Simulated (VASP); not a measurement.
# ZnS (P6_3mc) in VASP: single point with r2SCAN

Aim: the single point of ZnS with r2SCAN.

Everything below comes from runs of VASP 6.6.1. Logs are shortened: lines on timing, memory, paths and dates and some standing lists are left out, and cuts for length are marked.

**Experimental background.**

From a printed reference work, monograph, for a bulk crystal of ZnS at 4 K: band gap 3.911 eV (direct).

How close the calculation comes is told below.

## 1. The cell of the first run

The structure is hexagonal, space group P6_3mc (No. 186). The conventional cell has a = 3.812 Å, b = 3.812 Å, c = 6.251 Å, α = 90.00°, β = 90.00°, γ = 120.00°. Zn (site symmetry 3m) has 4 S at 2.34 Å within 3.1 Å. Within 3.1 Å of S (site symmetry 3m) lie 4 Zn at 2.34 Å.

## 2. Single point, r2SCAN

The input, POSCAR:

```
ZnS
1.0
    3.8124380900      0.0000000000      0.0000000000
   -1.9062190500      3.3016632500      0.0000000000
    0.0000000000      0.0000000000      6.2508806900
Zn S
2 2
Direct
    0.3333300000      0.6666700000      0.0000000000
    0.6666600000      0.3333300000      0.5000000000
    0.3333300000      0.6666700000      0.3750000000
    0.6666600000      0.3333300000      0.8750000000
```

The input, INCAR.step1:

```
SYSTEM = ZnS
PREC = Accurate
ENCUT = 520
ISMEAR = -5
SIGMA = 0.1
LREAL = .False.
LASPH = .True.
NELM = 100
NBANDS = 26
GGA = PE
ALGO = Normal
EDIFF = 1E-4
LWAVE = .True.
LCHARG = .False.
```

The input, INCAR.step2:

```
SYSTEM = ZnS
PREC = Accurate
ENCUT = 520
EDIFF = 1E-6
ISMEAR = -5
SIGMA = 0.1
LREAL = .False.
LASPH = .True.
NELM = 100
ALGO = Normal
ISIF = 2
LWAVE = .False.
LCHARG = .False.
METAGGA = R2SCAN
LMIXTAU = .True.
NBANDS = 26
ISTART = 1
```

The input, KPOINTS:

```
Automatic mesh
0
Gamma
  12 12 4
  0 0 0
```

Potentials or basis: VASP PAW PBE potentials, release 64 (Zn, S).

On the command line:

```sh
> cat potpaw_PBE.64/Zn/POTCAR potpaw_PBE.64/S/POTCAR > POTCAR
> cp INCAR.step1 INCAR
> mpirun -np 1 vasp_std > vasp.out
> cp INCAR.step2 INCAR
> mpirun -np 1 vasp_std > vasp.out
```

OUTCAR:

```text
SYSTEM = ZnS
   PREC = Accurate
   ENCUT = 520
   EDIFF = 1E-6
   ISMEAR = -5
   LREAL = .False.
   LASPH = .True.
   NELM = 100
   ISIF = 2
   METAGGA = R2SCAN
   ISTART = 1

 ion  position               nearest neighbor table
   1  0.333  0.667  0.000-   4 2.34   4 2.34   4 2.34   3 2.34
   2  0.667  0.333  0.500-   3 2.34   3 2.34   3 2.34   4 2.34
   3  0.333  0.667  0.375-   2 2.34   2 2.34   2 2.34   1 2.34
   4  0.667  0.333  0.875-   1 2.34   1 2.34   1 2.34   2 2.34

  LATTYP: Found a hexagonal cell.
 ALAT       =     3.8124380900
 C/A-ratio  =     1.6396018879

  Lattice vectors:

 A1 = (   3.8124380900,   0.0000000000,   0.0000000000)
 A2 = (  -1.9062190500,   3.3016632500,   0.0000000000)
 A3 = (   0.0000000000,   0.0000000000,   6.2508806900)

Analysis of symmetry for initial positions (statically):
=====================================================================
 Subroutine PRICEL returns:
 Original cell was already a primitive cell.

 Routine SETGRP: Setting up the symmetry group for a
 hexagonal supercell.

 Subroutine GETGRP returns: Found  4 space group operations
 (whereof  1 operations were pure point group operations)
 out of a pool of 24 trial point group operations.

The static configuration has the point symmetry C_1 .
 The point group associated with its full space group is C_2v.

Analysis of symmetry for dynamics (positions and initial velocities):
=====================================================================
 Subroutine PRICEL returns:
 Original cell was already a primitive cell.

 Routine SETGRP: Setting up the symmetry group for a
 hexagonal supercell.

 Subroutine GETGRP returns: Found  4 space group operations
 (whereof  1 operations were pure point group operations)
 out of a pool of 24 trial point group operations.

The dynamic configuration has the point symmetry C_1 .
 The point group associated with its full space group is C_2v.

 Subroutine INISYM returns: Found  4 space group operations
 (whereof  1 operations are pure point group operations),
 and found     1 'primitive' translations

----------------------------------------------------------------------------------------

                                     Primitive cell

  volume of cell :      78.6823

  direct lattice vectors                    reciprocal lattice vectors
     3.812438090  0.000000000  0.000000000     0.262299341  0.151438824  0.000000000
    -1.906219050  3.301663250  0.000000000     0.000000000  0.302877648  0.000000000
     0.000000000  0.000000000  6.250880690     0.000000000  0.000000000  0.159977458

  length of vectors
     3.812438090  3.812433774  6.250880690     0.302877305  0.302877648  0.159977458

  position of ions in fractional coordinates (direct lattice)
     0.333330000  0.666670000  0.000000000
     0.666660000  0.333330000  0.500000000
     0.333330000  0.666670000  0.375000000
     0.666660000  0.333330000  0.875000000

  ion indices of the primitive-cell ions
   primitive index   ion index
                 1           1
                 2           2
                 3           3
                 4           4

----------------------------------------------------------------------------------------

 KPOINTS: Automatic mesh

Automatic generation of k-mesh.
 Grid dimensions read from file:
 generate k-points for:   12   12    4

 Generating k-lattice:

  Cartesian coordinates                     Fractional coordinates (reciprocal lattice)
     0.021858278  0.012619902  0.000000000     0.083333333  0.000000000  0.000000000
     0.000000000  0.025239804  0.000000000     0.000000000  0.083333333  0.000000000
     0.000000000  0.000000000  0.039994364     0.000000000  0.000000000  0.250000000

  Length of vectors
     0.025239775  0.025239804  0.039994364

  Shift w.r.t. Gamma in fractional coordinates (k-lattice)
     0.000000000  0.000000000  0.000000000

 TETIRR: Found   1464 inequivalent tetrahedra from     3456

 Subroutine IBZKPT returns following result:
 ===========================================

 Found    129 irreducible k-points:

 Following reciprocal coordinates:
            Coordinates               Weight
  0.000000  0.000000  0.000000      1.000000
  0.083333  0.000000  0.000000      4.000000
  0.000000  0.083333  0.000000      2.000000
  0.166667  0.000000  0.000000      4.000000
  0.000000  0.166667  0.000000      2.000000
  0.250000  0.000000  0.000000      4.000000
[... 16 lines left out ...]
 -0.083333  0.416667  0.000000      4.000000
 -0.416667  0.333333  0.000000      4.000000
 [... further k-points ...]
   k-points           NKPTS =    129   k-points in BZ     NKDIM =    129   number of bands    NBANDS=     26
   number of dos      NEDOS =    301   number of ions     NIONS =      4
   total plane-waves  NPLWV =  37632
   dimension x,y,z NGX =    28 NGY =   28 NGZ =   48
   dimension x,y,z NGXF=    56 NGYF=   56 NGZF=   96
   ions per type =               2   2
   NGX,Y,Z   is equivalent  to a cutoff of  12.21, 12.21, 12.77 a.u.
   NGXF,Y,Z  is equivalent  to a cutoff of  24.42, 24.42, 25.53 a.u.
 SYSTEM =  ZnS
   PREC   = accura    normal or accurate (medium, high low for compatibility)
   ISTART =      1    job   : 0-new  1-cont  2-samecut
   ICHARG =      0    charge: 1-file 2-atom 10-const
   ISPIN  =      1    spin polarized calculation?
   LNONCOLLINEAR =      F non collinear calculations
   LSORBIT =      F    spin-orbit coupling
   LASPH  =      T    aspherical Exc in radial PAW
   ENCUT  =  520.0 eV  38.22 Ry    6.18 a.u.   7.09  7.09 11.62*2*pi/ulx,y,z
   NELM   =    100;   NELMIN=  2; NELMDL=  0     # of ELM steps
   EDIFF  = 0.1E-05   stopping-criterion for ELM
   LREAL  =      F    real-space projection
   EDIFFG = 0.1E-04   stopping-criterion for IOM
   NSW    =      0    number of steps for IOM
   IBRION =     -1    ionic relax: 0-MD 1-quasi-New 2-CG
   NFREE  =      0    steps in history (QN), initial steepest desc. (CG)
   ISIF   =      2    stress and relaxation
   ISYM   =      2    0-nonsym 1-usesym 2-fastsym
   POTIM  = 0.5000    time-step for ionic-motion
   TEBEG  =    0.0;   TEEND  =   0.0 temperature during run
   PSTRESS=    0.0 pullay stress
   NELECT =      36.0000    total number of electrons
   NUPDOWN=      -1.0000    fix difference up-down
   EMIN   =  10.00;   EMAX   =-10.00  energy-range for DOS
   EFERMI =   0.00;   METHOD = LEGACY
   ISMEAR =    -5;   SIGMA  =   0.10  broadening in eV -4-tet -1-fermi 0-gaus
   EFERMI_NEDOS =   21; number of points for ismear=-14 and -15
   IALGO  =     38    algorithm
   IMIX   =      4    mixing-type and parameters
     AMIX     =   0.40;   BMIX     =  1.00
     AMIX_MAG =   1.60;   BMIX_MAG =  1.00
  volume/ion in A,a.u.               =      19.67       132.74
  Fermi-wavevector in a.u.,A,eV,Ry     =   1.261489  2.383868 21.651686  1.591354
  Thomas-Fermi vector in A             =   2.394945
   LORBIT       =      0    0 simple, 1 ext, 2 COOP (PROOUT), +10 PAW based schemes
   METAGGA = R2SCAN    functional components
   LHFCALC =     F    Hartree Fock is set to
   AEXX    =    0.0000 exact exchange contribution
   IVDW    =     0    specifies the selected vdW correction
   LEPSILON=     F    determine dielectric tensor
   LRPA    =     F    only Hartree local field effects (RPA)
 non-spin polarized calculation
 Fermi weights with tetrahedron method with Bloechl corrections
  energy-cutoff  :      520.00
  volume of cell :       78.68
 maximum number of plane-waves:      2138
   NGX = 15   NGY = 15   NGZ = 23

 number of electron      35.9999981 magnetization

 Free energy of the ion-electron system (eV)
  ---------------------------------------------------
  ext. energy  EPLUGINS =         0.00000000
  ---------------------------------------------------
  free energy    TOTEN  =       -37.72336863 eV

  energy without entropy =      -37.72336863  energy(sigma->0) =      -37.72336863

 E-fermi :   1.8925     XC(G=0): -10.2914

 val. band max:        1.8749423384   @ k =   0.0000   0.0000   0.0000
 cond. band min:       4.6468542430   @ k =   0.0000   0.0000   0.0000
 fundamental gap:      2.7719119046
 Fermi energy:         1.8925021990

 k-point     1 :       0.0000    0.0000    0.0000
  band No.  band energies     occupation
      1     -11.8443      2.00000
      2     -10.8917      2.00000
      3      -4.6359      2.00000
      4      -4.6268      2.00000
      5      -4.6268      2.00000
      6      -4.5379      2.00000
[... 18 lines left out ...]
     25      10.1071      0.00000
     26      11.7255      0.00000

 k-point     2 :       0.0833    0.0000    0.0000
  band No.  band energies     occupation
      1     -11.7960      2.00000
      2     -10.8644      2.00000
      3      -4.6342      2.00000
      4      -4.6210      2.00000
      5      -4.6167      2.00000
      6      -4.5324      2.00000
[... 18 lines left out ...]
     25      10.3315      0.00000
     26      11.3656      0.00000

 k-point     3 :       0.0000    0.0833    0.0000
  band No.  band energies     occupation
      1     -11.7960      2.00000
      2     -10.8644      2.00000
      3      -4.6342      2.00000
      4      -4.6210      2.00000
      5      -4.6166      2.00000
      6      -4.5324      2.00000
[... 18 lines left out ...]
     25      10.3314      0.00000
     26      11.3656      0.00000

 k-point     4 :       0.1667    0.0000    0.0000
  band No.  band energies     occupation
      1     -11.6575      2.00000
      2     -10.7904      2.00000
      3      -4.6369      2.00000
      4      -4.5970      2.00000
      5      -4.5902      2.00000
      6      -4.5108      2.00000
[... 18 lines left out ...]
     25      10.6188      0.00000
     26      10.9521      0.00000
[... 496 lines left out ...]
      1     -11.0725      2.00000
      2     -10.5790      2.00000
      3      -4.5989      2.00000
      4      -4.5230      2.00000
      5      -4.4778      2.00000
      6      -4.3530      2.00000
[... 18 lines left out ...]
     25      11.2992      0.00000
     26      12.3114      0.00000

 k-point    23 :      -0.0833    0.4167    0.0000
  band No.  band energies     occupation
      1     -11.0725      2.00000
      2     -10.5790      2.00000
      3      -4.5989      2.00000
      4      -4.5229      2.00000
      5      -4.4778      2.00000
      6      -4.3530      2.00000
[... 18 lines left out ...]
     25      11.2992      0.00000
     26      12.3114      0.00000

 k-point    24 :      -0.4167    0.3333    0.0000
  band No.  band energies     occupation
      1     -11.0725      2.00000
      2     -10.5790      2.00000
      3      -4.5989      2.00000
      4      -4.5230      2.00000
      5      -4.4778      2.00000
      6      -4.3530      2.00000
[... 18 lines left out ...]
     25      11.2992      0.00000
     26      12.3114      0.00000

 [... further k-points ...]
[... 5 lines left out ...]
  --------------------------------------------------------------------------------------
  -------------------------------------------------------------------------------------
  Total       -0.1075812     -0.1052192     -0.1454246      0.0000000      0.0000000      0.0000000
  in kB       -2.1906355     -2.1425395     -2.9612266      0.0000000      0.0000000      0.0000000
  external PRESSURE =      -2.4314672 kB  Pullay stress =       0.0000000 kB

 VOLUME and BASIS-vectors are now :
 -----------------------------------------------------------------------------
  energy-cutoff  :      520.00
  volume of cell :       78.68
      direct lattice vectors                 reciprocal lattice vectors
     3.812438090  0.000000000  0.000000000     0.262299341  0.151438824  0.000000000
    -1.906219050  3.301663250  0.000000000     0.000000000  0.302877648  0.000000000
     0.000000000  0.000000000  6.250880690     0.000000000  0.000000000  0.159977458

 POSITION                                       TOTAL-FORCE (eV/Angst)
 -----------------------------------------------------------------------------------
     -0.00002      2.20112      0.00000         0.000000     -0.000224      0.016346
      1.90620      1.10054      3.12544        -0.000000      0.000224      0.016346
     -0.00002      2.20112      2.34408         0.000000     -0.000254     -0.016346
      1.90620      1.10054      5.46952        -0.000000      0.000254     -0.016346
 -----------------------------------------------------------------------------------
    total drift:                               -0.000010     -0.000000     -0.016805

  FREE ENERGIE OF THE ION-ELECTRON SYSTEM (eV)
  ---------------------------------------------------
  free  energy   TOTEN  =       -37.7233686276 eV

  energy  without entropy=      -37.7233686276  energy(sigma->0) =      -37.72336863
```

Run time: 19 min. Hardware: 1 thread of Intel Xeon 8259CL, shared host; peak memory 0.35 GiB.

Results:

| Quantity | Value |
| --- | --- |
| Free energy | -37.7234 eV |
| Pressure | -0.2 GPa |
| Largest force | 0.016 eV/Å |
| Band gap on the k mesh | 2.77 eV |

Forces in eV/Å, atoms in the order of the input:
```
Zn   0.000  0.000  0.016
Zn   0.000  0.000  0.016
S    0.000  0.000 -0.016
S    0.000  0.000 -0.016
```

Stress tensor (GPa, compression positive):
```
-0.22  0.00  0.00
 0.00 -0.21  0.00
 0.00  0.00 -0.30
```

Caveat: the PAW data sets were made with another functional, which shifts forces and pressure a little.

## 3. Comparison with measurements

Step 2. A measured gap of ZnS is 3.911 eV (direct; 4 K; a printed reference work, monograph); the calculated 2.77 eV misses it by -1.14 eV. The value is that of r2SCAN on a finite k mesh, which can miss the band edges, without temperature or zero-point motion.
